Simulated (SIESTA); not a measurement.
A self-consistent single point of CsPbI3 (P4mm, 5 atoms in the cell) with SIESTA

Computed with GGA PBE, numerical atomic orbitals TZP, PseudoDojo PBE standard norm-conserving potentials (rewritten from UPF to PSML) run with SIESTA.

Input:

```
# files in the folder: Cs.psml Pb.psml I.psml (PseudoDojo PBE standard)
SystemName  CsPbI3
SystemLabel CsPbI3

NumberOfAtoms                5
NumberOfSpecies              3
%block ChemicalSpeciesLabel
  1 55 Cs
  2 82 Pb
  3 53 I
%endblock ChemicalSpeciesLabel
LatticeConstant              1.0 Ang
%block LatticeVectors
     6.258550000    0.000000000    0.000000000
     0.000000000    6.258550000    0.000000000
     0.000000000    0.000000000    6.258550000
%endblock LatticeVectors
AtomicCoordinatesFormat      ScaledCartesian
%block AtomicCoordinatesAndAtomicSpecies
     0.000000000    0.000000000    0.049999556  1
     3.129275000    3.129275000    3.129275000  2
     3.129275000    0.000000000    3.129275000  3
     0.000000000    3.129275000    3.129275000  3
     3.129275000    3.129275000    0.000000000  3
%endblock AtomicCoordinatesAndAtomicSpecies

XC.functional                GGA
XC.authors                   PBE
PAO.BasisSize                TZP
PAO.EnergyShift              0.01 Ry
MeshCutoff                   350 Ry
%block kgrid.MonkhorstPack
    4   0   0  0.0
    0   4   0  0.0
    0   0   4  0.0
%endblock kgrid.MonkhorstPack
OccupationFunction           FD
ElectronicTemperature        0.01 eV

MaxSCFIterations             150
SCF.Mixer.Method             Broyden
SCF.Mixer.Weight             0.2
SCF.Mixer.History            8
SCF.DM.Tolerance             1.0E-04
Diag.ParallelOverK           true
WriteForces                  true
Charge.Mulliken              end
```

Log, with long lists cut:

```
reinit: Reading from file input.fdf

reinit: System Name: CsPbI3
reinit: System Label: CsPbI3

coor:   Atomic-coordinates input format  =     Cartesian coordinates
coor:                                          (in units of alat)

siesta: Atomic coordinates (Bohr) and species
siesta:      0.00000   0.00000   0.09449  1        1
siesta:      5.91347   5.91347   5.91347  2        2
siesta:      5.91347   0.00000   5.91347  3        3
siesta:      0.00000   5.91347   5.91347  3        4
siesta:      5.91347   5.91347   0.00000  3        5

siesta: System type = bulk

initatomlists: Number of atoms, orbitals, and projectors:      5    83   140

siesta: ******************** Simulation parameters ****************************
redata: Spin configuration                          = none
redata: Time-Reversal Symmetry                      = T
redata: Number of Atomic Species                    =        3
redata: Mesh Cutoff                                 =   350.0000 Ry
redata: Net charge of the system                    =     0.0000 |e|
redata: Min. number of SCF Iter                     =        0
redata: Max. number of SCF Iter                     =      150
redata: SCF convergence failure will abort job
redata: SCF mix quantity                            = Hamiltonian
redata: Mix DM or H after convergence               =   F
redata: Recompute H after scf cycle                 =   F
redata: Mix DM in first SCF step                    =   T
redata: No kicks to SCF
redata: DM Mixing Weight for Kicks                  =     0.5000
redata: Require Harris convergence for SCF          =   F
redata: Harris energy tolerance for SCF             =     0.000100 eV
redata: Require DM convergence for SCF              =   T
redata: DM tolerance for SCF                        =     0.000100
redata: Require EDM convergence for SCF             =   F
redata: EDM tolerance for SCF                       =     0.001000 eV
   [... lines left out ...]
diag: Parallel distribution                         =     1 x     1
diag: Used triangular part                          = Lower
diag: Absolute tolerance                            =  0.100E-15
diag: Orthogonalization factor                      =  0.100E-05
diag: Memory factor                                 =  1.0000

superc: Internal auxiliary supercell:     5 x     5 x     5  =     125
superc: Number of atoms, orbitals, and projectors:    625  10375  17500

                        Single-point calculation

superc: Internal auxiliary supercell:     5 x     5 x     5  =     125
superc: Number of atoms, orbitals, and projectors:    625  10375  17500

outcell: Unit cell vectors (Ang):
        6.258550    0.000000    0.000000
        0.000000    6.258550    0.000000
        0.000000    0.000000    6.258550

outcell: Cell vector modules (Ang)   :    6.258550    6.258550    6.258550
outcell: Cell angles (23,13,12) (deg):     90.0000     90.0000     90.0000
outcell: Cell volume (Ang**3)        :    245.1439
new_DM -- step:     1
Initializing Density Matrix...

Attempting to read DM from file... Failed...
DM filled with atomic data:

InitMesh: MESH = 72 x 72 x 72 = 373248
InitMesh: Mesh cutoff (required, used) =   350.000   365.780 Ry

stepf: Fermi-Dirac step function
        iscf     Eharris(eV)        E_KS(eV)     FreeEng(eV)     dDmax    Ef(eV) dHmax(eV)
   scf:    1    -3598.867168    -3592.914369    -3592.914369  0.795338 -3.221124  4.715383
   scf:    2    -3593.545780    -3593.246012    -3593.246012  0.040074 -3.584942  3.099537
   scf:    3    -3593.616598    -3593.483006    -3593.483006  0.071929 -3.686813  0.453830
   scf:    4    -3593.496617    -3593.490859    -3593.490859  0.012827 -3.876588  0.189263
   scf:    5    -3593.492724    -3593.491993    -3593.491993  0.007897 -3.340811  0.039272
   scf:    6    -3593.492218    -3593.492121    -3593.492121  0.001700 -3.359780  0.008084
   scf:    7    -3593.492132    -3593.492128    -3593.492128  0.000679 -3.364925  0.004293
   scf:    8    -3593.492129    -3593.492129    -3593.492129  0.000188 -3.364717  0.004037
   scf:    9    -3593.492129    -3593.492129    -3593.492129  0.000121 -3.364291  0.003207
   scf:   10    -3593.492130    -3593.492129    -3593.492129  0.000090 -3.363317  0.001063
   scf:   11    -3593.492129    -3593.492129    -3593.492129  0.000071 -3.363140  0.000795
SCF Convergence by DM+H criterion
max |DM_out - DM_in|         :     0.0000714492
max |H_out - H_in|      (eV) :     0.0007950735
SCF cycle converged after 11 iterations

Using DM_out to compute the final energy and forces

siesta: E_KS(eV) =            -3593.4921

siesta: E_KS - E_eggbox =     -3593.4921

siesta: Atomic forces (eV/Ang):
     1    0.000000   -0.000000   -0.013795
     2    0.000000    0.000000    0.003574
     3   -0.000000   -0.000000    0.004487
     4   -0.000000    0.000000    0.004487
     5   -0.000000   -0.000000    0.001184
   Tot   -0.000000   -0.000000   -0.000063
   Max    0.013795
   Res    0.004039    sqrt( Sum f_i^2 / 3N )
   Max    0.013795    constrained

Stress tensor Voigt[x,y,z,yz,xz,xy] (kbar):       -7.67       -7.67       -7.65        0.00       -0.00        0.00
(Free)E + p*V (eV/cell)    -3592.3196
Target enthalpy (eV/cell)    -3593.4921

siesta: Program's energy decomposition (eV):
siesta: Ebs     =      -579.355701
siesta: Eions   =      4832.255760
siesta: Ena     =       942.193261
siesta: Ekin    =      1343.563871
siesta: Enl     =       -30.090058
siesta: Eso     =         0.000000
siesta: Edftu   =         0.000000
siesta: DEna    =        27.174582
siesta: DUscf   =         0.818685
siesta: DUext   =         0.000000
siesta: Ex      =      -963.040699
siesta: Ec      =       -81.856013
siesta: Exc     =     -1044.896711
siesta: Eharris =     -3593.492129
siesta: Etot    =     -3593.492129
siesta: FreeEng =     -3593.492129

siesta: Stress tensor (static) (eV/Ang**3):
siesta:    -0.004786   -0.000000    0.000000
siesta:     0.000000   -0.004786    0.000000
siesta:    -0.000000    0.000000   -0.004777

siesta: Cell volume =        245.143949 Ang**3

siesta: Pressure (static):
siesta:                Solid            Molecule  Units
siesta:           0.00005209          0.00005152  Ry/Bohr**3
siesta:           0.00478301          0.00473040  eV/Ang**3
siesta:           7.66323045          7.57893524  kBar

mulliken: Atomic and Orbital Populations:

Species: Cs
Atom  Qatom  Qorb
               5s      6s      6s      6s      5py     5pz     5px     6py
   [... lines left out ...]
               6px     6py     6pz     6px     5dxy    5dyz    5dz2    5dxz
               5dx2-y2 6dxy    6dyz    6dz2    6dxz    6dx2-y2
   2 14.517   1.565  -0.312   0.650   0.507   0.507   0.507  -0.037  -0.037
             -0.037   0.127   0.128   0.127   2.005   2.005   1.993   2.005

              1.993   0.084   0.084   0.285   0.084   0.285

Species: I
Atom  Qatom  Qorb
               5s      5s      5s      5py     5pz     5px     5py     5pz
               5px     5py     5pz     5px     5Pdxy   5Pdyz   5Pdz2   5Pdxz
               5Pdx2-y2
   3  6.799   1.592   0.008   0.186   1.124   1.665   1.664  -0.140  -0.152
             -0.152   0.457   0.254   0.254   0.005   0.005   0.009   0.001

              0.021
   4  6.799   1.592   0.008   0.186   1.664   1.665   1.124  -0.152  -0.152
             -0.140   0.254   0.254   0.457   0.005   0.001   0.009   0.005

              0.021
   5  6.799   1.592   0.008   0.186   1.664   1.124   1.664  -0.152  -0.140
             -0.152   0.254   0.457   0.254   0.001   0.005   0.026   0.005

              0.003

mulliken: Qtot =       44.000

Mulliken Atomic Populations:
Atom #   charge [q] valence [e]  Species
     1    -0.085619    9.085619  Cs
     2    -0.516549   14.516549  Pb
     3     0.200652    6.799348  I
     4     0.200652    6.799348  I
     5     0.200865    6.799135  I
 Total    -0.000000
```

The run converged in 11 iterations.

The starting cell has typed, rounded lattice constants, without a prior relaxation at this level. Its lattice was rescaled by up to half a per cent. One atom was moved a little off its site on purpose. Values carry the incompleteness of an atom-centred basis.

Cost on one core of a shared machine: roughly 50 s.
